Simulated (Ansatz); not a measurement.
# MgS (F-43m):Pt_Mg, thermodynamic levels from a 54-atom cell

Wanted: the transition levels of a substitutional impurity in MgS (F-43m), from a cell of 54 host atoms with 1 Mg taken out and 1 Pt put in.

Program: Ansatz 0.2.0. Level of theory: place-levels on PBEsol runs: charge-transition levels and formation energies with image-charge correction and potential alignment at the atomic sites. Results are calculated unless marked as measured.

In doubt: warnings of the run leave room for a lower electronic state (in some of the runs), so energies may not be the lowest and differences between runs may mislead.

### 1. The starting structure

The cell holds 54 atoms: 26 Mg, 27 S and 1 Pt. Cell: a = 11.989 Å, b = 11.989 Å, c = 11.989 Å, α = 60.0°, β = 60.0°, γ = 60.0°. It derives from MgS (space group F-43m). Nearest the centre at fractional (0.333, 0.667, 0.667): Pt35 at 0.00 Å, S34 at 2.45 Å, S30 at 2.45 Å, S18 at 2.45 Å, S36 at 2.45 Å, Mg47 at 4.00 Å, Mg51 at 4.00 Å, Mg53 at 4.00 Å.

Screening for the image-charge correction: ε∞ = 4.14, ε0 = 6.69, computed on the host (DFPT, PBEsol).

The cell's shortest repeat is 12.0 Å.

### 2. What was run first

Levels follow from differences of total energies between charge states, each relaxed by itself.

The atoms start from small random displacements, which break the site symmetry. Forces are taken at the zone centre alone. The cell holds 1 electron more than the neutral one, with a uniform background that keeps it neutral on the whole. The electron count is odd, so at least one spin is unpaired; this run locks the moment at 1 μB.

One of the inputs; charge, spin and start change from state to state.

File qm1_M1.relax/input.yaml:

```yaml
crystal:
  lattice:
    - [0.0, 8.4772986, 8.4772986]
    - [8.4772986, 0.0, 8.4772986]
    - [8.4772986, 8.4772986, 0.0]
  atoms:
    - { symbol: Mg, position: [0.0, 0.0, 0.0] }
    - { symbol: S, position: [0.08333333, 0.08333333, 0.08333333] }
[... 2 atom lines left out ...]
    - { symbol: Mg, position: [0.0, 0.0, 0.66666667] }
[... 6 atom lines left out ...]
    - { symbol: S, position: [0.08333333, 0.41666667, 0.75] }
    - { symbol: Mg, position: [0.0, 0.66666667, 0.0] }
[... 3 atom lines left out ...]
    - { symbol: Mg, position: [0.0, 0.66666667, 0.66666667] }
    - { symbol: S, position: [0.08333333, 0.75, 0.75] }
[... 2 atom lines left out ...]
    - { symbol: Mg, position: [0.33333333, 0.0, 0.33333333] }
[... 1 atom line left out ...]
    - { symbol: Mg, position: [0.33333333, 0.0, 0.66666667] }
[... 1 atom line left out ...]
    - { symbol: Mg, position: [0.33333333, 0.33333333, 0.0] }
[... 2 atom lines left out ...]
    - { symbol: S, position: [0.41666667, 0.41666667, 0.41666667] }
    - { symbol: Mg, position: [0.33333333, 0.33333333, 0.66666667] }
    - { symbol: S, position: [0.41666667, 0.41666667, 0.75] }
    - { symbol: Mg, position: [0.33333333, 0.66666667, 0.0] }
[... 1 atom line left out ...]
    - { symbol: Mg, position: [0.33333333, 0.66666667, 0.33333333] }
    - { symbol: S, position: [0.41666667, 0.75, 0.41666667] }
    - { symbol: Pt, position: [0.33333333, 0.66666667, 0.66666667] }
    - { symbol: S, position: [0.41666667, 0.75, 0.75] }
[... 9 atom lines left out ...]
    - { symbol: S, position: [0.75, 0.41666667, 0.41666667] }
    - { symbol: Mg, position: [0.66666667, 0.33333333, 0.66666667] }
[... 3 atom lines left out ...]
    - { symbol: Mg, position: [0.66666667, 0.66666667, 0.33333333] }
[... 1 atom line left out ...]
    - { symbol: Mg, position: [0.66666667, 0.66666667, 0.66666667] }
    - { symbol: S, position: [0.75, 0.75, 0.75] }
  host:
    repeats: [3, 3, 3]
    atoms:
      - { symbol: Mg, position: [0.0, 0.0, 0.0] }
      - { symbol: S, position: [0.25, 0.25, 0.25] }
total_charge: -1
basis:
  ecutwfc: 420
  xc_grid: 2
hamiltonian:
  xc: pbesol
kpoints:
  mp_grid: { grid: [1, 1, 1] }
magnetization:
  spin_polarized: true
  initial_magnetization: 1
  spin_locking: { lock_magnetization: hard }
scf:
  occupations: { method: fixed }
  max_iter: 80
output:
  forces: true
  charged_corrections:
    epsilon: 4.14
    static_epsilon: 6.69
    defect_position: [0.333333, 0.666667, 0.666667]
relax:
  f_tol: 0.03
  max_steps: 80
  random_displacement: { seed: 6271 }
checkpoint:
  write: "../qm1_M1.relax.run"
  compress: false
  write_wavefunctions: true
  write_every: 100000
```

Run with:

```console
$ ansatz run input.yaml --threads 4 --pin off --max-ram 6594MiB --backend cpu --events-out ev --progress --plain --runs-dir out
```

The run of this state that the levels use, under PBEsol:

File qm1_M1.point/input.yaml:

```yaml
crystal:
  checkpoint: "../qm1_M1.relax.run"
  host: checkpoint
total_charge: -1
basis:
  ecutwfc: 420
  xc_grid: 2
hamiltonian:
  xc: pbesol
kpoints:
  mp_grid: { grid: [1, 1, 1] }
magnetization:
  spin_polarized: true
  initial_magnetization: 1
  spin_locking: { lock_magnetization: hard }
scf:
  occupations: { method: fermi_dirac, width: 0.01 }
  max_iter: 80
output:
  forces: true
  eigenvalues: true
  charged_corrections:
    epsilon: 4.14
    static_epsilon: 6.69
    defect_position: [0.333333, 0.666667, 0.666667]
  eigenstates: { localisation: true }
  populations: true
  efg: {}
  band_densities: [{ bands: [v1, v1] }, { bands: [c1, c1] }]
  write_density: true
  write_potential: true
  volumetric_format: npy
checkpoint:
  read: "../qm1_M1.relax.run"
  write: "../qm1_M1.point.run"
  compress: false
  write_wavefunctions: false
  write_every: 100000
```

Relaxations under PBEsol at the zone centre alone; times on 4 threads of Arm Neoverse V1, shared host:

```
charge  moment (μB)  occupations        outcome  steps  largest displacement against the far atoms (Å)     time
    −1            1        fixed      converged     16                                            0.92  4.6 min
     0            0        fixed  not converged      -                                               -     38 s
     0            0  fermi-dirac      converged      7                                            0.35  2.6 min
    +1            1        fixed      converged      6                                            0.10  3.3 min
```

Single points under PBEsol at the zone centre alone; times on 4 threads of Arm Neoverse V1, shared host:

```
charge  moment (μB)  occupations    outcome   time
    −1            1  fermi-dirac  converged   22 s
     0            0  fermi-dirac  converged  7.7 s
    +1            1  fermi-dirac  converged   23 s
```

Distances (Å) from Pt35 to the nearest atoms after relaxation with PBEsol:

```
charge  moment (μB)      1.      2.      3.       4.       5.       6.
    −1            1  S 2.30  S 2.30  S 2.45  Mg 3.16  Mg 3.16   S 3.34
     0            0  S 2.37  S 2.37  S 2.37   S 2.37  Mg 3.88  Mg 3.88
    +1            1  S 2.35  S 2.35  S 2.36   S 2.38  Mg 3.98  Mg 3.99
```

### 3. Levels against the band edges, PBEsol

A charged cell interacts with its images and the background, and its potential has another zero than the host's. place-levels removes the first by a point-charge model, screened by the static dielectric constant since the ions have relaxed around the charge, and the second by comparing potentials at atoms far from the defect.

The host is a run of the defect-free crystal in the same cutoffs, grids and k-points, so that basis and sampling errors cancel in part in the differences. The host is run in a cell of 2 atoms on a matching mesh. Its band edges are searched through the zone by a band path, so the gap is smaller than, or equal to, that on the mesh. Chemical potentials are energies per atom of Mg (hcp) and Pt (fcc), run with the same functional and cutoff.

File levels.point.yaml:

```yaml
host:
  run: host.point.run
states: [qm1_M1.point.run, q0.point.run, qp1_M1.point.run]
geometry_from:
  qm1_M1.point.run: qm1_M1.relax.run
  q0.point.run: q0.relax_smeared.run
  qp1_M1.point.run: qp1_M1.relax.run
chemical_potentials:
  Mg:
    energy: -1912.053531
    dataset: "<sha256 of the dataset>"
  Pt:
    energy: -12383.822528
    dataset: "<sha256 of the dataset>"
```

Run with:

```console
$ ansatz place-levels levels.point.yaml -- --threads 4 --pin off --max-ram 6594MiB
```

Numbers of over 12 decimals in the logs are rounded to 6 here.

The program printed:

```text
[... repeated set-up lines and file paths are left out, and long positions are rounded to six places ...]
(+1/0) 0.974 eV above the valence edge, 2.320 eV under the conduction edge
(0/-1) 1.894 eV above the valence edge, 1.400 eV under the conduction edge
formation energy of charge +1: +3.552 eV with the Fermi level at the valence edge
formation energy of charge 0: +4.526 eV with the Fermi level at the valence edge
formation energy of charge -1: +6.420 eV with the Fermi level at the valence edge
  edges by pbesol, gap 3.294 eV; the host is sampled to repeats of 11.99 Å
  the defect's cells are sampled to repeats of 11.99 Å, like sampling
  charge +1: -86062.3181 eV with its correction of +0.418 eV, at epsilon 6.69, aligned at sites: +0.1273 eV, mean over 19 atomic sites at or beyond 5.99 Å from the defect at [0.3333, 0.6667, 0.6667], with +0.000000 for the charge's moments and without [...]
  charge 0: +0.000 eV for its dipole among its images, +0.000 omitted
  charge -1: -86053.1072 eV with its correction of +0.105 eV, at epsilon 6.69, aligned at sites: +0.1856 eV, mean over 19 atomic sites at or beyond 5.99 Å from the defect at [0.3333, 0.6667, 0.6667], with -0.000000 for the charge's moments and without [...]
  of states[2] (qp1_M1.point.run): how wide its charge is, is not read beside other atoms or cores, and a band state would take no correction. [...]
  of states[1] (q0.point.run): its only k-point is the zone centre, where a defect's energies can be off by tenths of an eV or more: see "From the zone centre to a mesh" in the quickstart; [...]
  of states[0] (qm1_M1.point.run): how wide its charge is, is not read beside other atoms or cores, and a band state would take no correction. [...]
```

Run time: 0.19 s. Hardware: 4 threads of Arm Neoverse V1, shared host.

Levels between the charges placed, in eV above the valence top:

```
        gap (eV)  (+1/0)  (0/−1)
PBEsol      3.29    0.97    1.89
```

Corrections by state:

```
charge  moment (μB)  image terms and alignment (eV)  band filling (eV)  ε used  over the lowest of its charge, as the program ranks them, band filling apart (eV)
    +1          1.0                           0.418                  -    6.69                                                                              0.000
     0          0.0                           0.000                  -       -                                                                              0.000
    −1          1.0                           0.105                  -    6.69                                                                              0.000
```

From the program's caveats on the states, each cut to its opening words:

- charge +1 (1 μB), −1 (1 μB): how wide its charge is, is not read beside other atoms or cores, and a band state would take no correction
- charge +1 (1 μB), 0, −1 (1 μB): its only k-point is the zone centre, where a defect's energies can be off by tenths of an eV or more
- charge +1 (1 μB): its alignment with the host at atomic sites is doubtful: the mean over the far sites moves by -0.1345 eV from their farther parts to their nearer, more than [...]
- charge +1 (1 μB), −1 (1 μB): flagged: stability check not made
- charge 0: its displacements don't fall off away from the defect: farther atoms stand 0.046 Å off the host's places
- charge −1 (1 μB): its alignment with the host at atomic sites is doubtful: the mean over the far sites moves by +0.0660 eV from their farther parts to their nearer, more than [...]

The host's formation energy from the elements is -1.415 eV per atom; it sets how far the chemical potentials can move.

Limit set by the element alone; other compounds of these elements are not counted. Chemical potentials from the elements' reference states: Mg 0.00 eV, S -2.83 eV, Pt 0.00 eV. Formation energy by charge state (Mg-rich; gap 3.29 eV):

```
charge  at valence top (eV)  at conduction bottom (eV)  correction included (eV)
    +1                 3.55                       6.85                      0.42
     0                 4.53                       4.53                      0.00
    −1                 6.42                       3.13                      0.11
```

```json
{"Fermi level (eV)": "0.00", "lowest formation energy (eV)": "3.55"}
{"Fermi level (eV)": "0.30", "lowest formation energy (eV)": "3.85"}
{"Fermi level (eV)": "0.60", "lowest formation energy (eV)": "4.15"}
{"Fermi level (eV)": "0.90", "lowest formation energy (eV)": "4.45"}
{"Fermi level (eV)": "1.20", "lowest formation energy (eV)": "4.53"}
{"Fermi level (eV)": "1.50", "lowest formation energy (eV)": "4.53"}
{"Fermi level (eV)": "1.80", "lowest formation energy (eV)": "4.53"}
{"Fermi level (eV)": "2.10", "lowest formation energy (eV)": "4.32"}
{"Fermi level (eV)": "2.40", "lowest formation energy (eV)": "4.02"}
{"Fermi level (eV)": "2.70", "lowest formation energy (eV)": "3.72"}
{"Fermi level (eV)": "2.99", "lowest formation energy (eV)": "3.43"}
{"Fermi level (eV)": "3.29", "lowest formation energy (eV)": "3.13"}
```

Limit set by the element alone; other compounds of these elements are not counted. Chemical potentials from the elements' reference states: S 0.00 eV, Mg -2.83 eV, Pt 0.00 eV. Formation energies (S-rich), with the Fermi level at the valence top and at the conduction bottom (gap 3.29 eV):

```
charge  at valence top (eV)  at conduction bottom (eV)  correction included (eV)
    +1                 0.72                       4.02                      0.42
     0                 1.70                       1.70                      0.00
    −1                 3.59                       0.30                      0.11
```

```tsv
Fermi level (eV)	lowest formation energy (eV)
0.00	0.72
0.30	1.02
0.60	1.32
0.90	1.62
1.20	1.70
1.50	1.70
1.80	1.70
2.10	1.49
2.40	1.19
2.70	0.90
2.99	0.60
3.29	0.30
```

### 4. Summary of results

| Quantity | Value |
| --- | --- |
| gap of the host | 3.29 eV (PBEsol) |
| level (plus 1/0) | 0.97 eV above the valence top |
| level (0/minus 1) | 1.89 eV above the valence top |
| lowest of the charges placed, just above the valence top (0.02 eV) | +1 |
| lowest of the charges placed, just below the conduction bottom (0.02 eV) | −1 |
| lowest formation energy at mid-gap of the charges run, Mg-rich | 4.53 eV |
| lowest formation energy at mid-gap of the charges run, S-rich | 1.70 eV |

**Reading.** Of the charges placed (−1, 0 and +1), the lowest changes at 0.97 eV (+1/0) and 1.89 eV (0/−1) above the valence top, in a gap of 3.29 eV. Charges above +1 and below −1 were not placed, so these runs say nothing of levels that involve them. States placed: +1 at 1 μB; 0 at 0 μB; −1 at 1 μB. Other spin states or structures, where not listed, weren't placed. At charge −1 the atom put in ends up to 0.9 Å from its starting place, so the name tells the start alone and the levels can join different sites. Pt is taken at its element; compounds, which aren't counted here, bound the chemical potentials and would shift these formation energies. At these k-points the host's energy lies 0.049 eV an atom over its dense-mesh value, so formation energies, which change the electron count of bands, can be off by tenths of an eV. Charge 0 ran without spin polarisation alone, with filled and empty levels under 1 eV apart; a triplet, if lower, would move its levels. The program doubts the alignment of potentials for at least one state, a sign that the cell is small. What this leaves open: sampling at the zone centre alone can move energies of charged and open-shell states by tenths of an eV or more in cells of this size; PBEsol makes the gap too small and tends to spread out bound carriers; spin–orbit coupling, which can matter with heavy atoms, is left out.

[Logs are printed without paths, hosts, clocks, repeated set-up lines and the standing remarks that a program may print on its own settings, such as how far it seeks lower states.]

[Hosts, paths, dates, database ids (printed as entryN), source tags and the programs' standing remarks are cut or masked in the printed files.]

[Where a table of states has a column of steps, it counts the stored structures, which are thinned; the runs took as many ionic steps or more.]

[A defect's name tells the site on which it was built; relaxed atoms can leave that site.]

[For some hosts the program warned that the k-mesh of the response run may be too coarse for force constants and the static dielectric constant; such warnings are not shown here.]
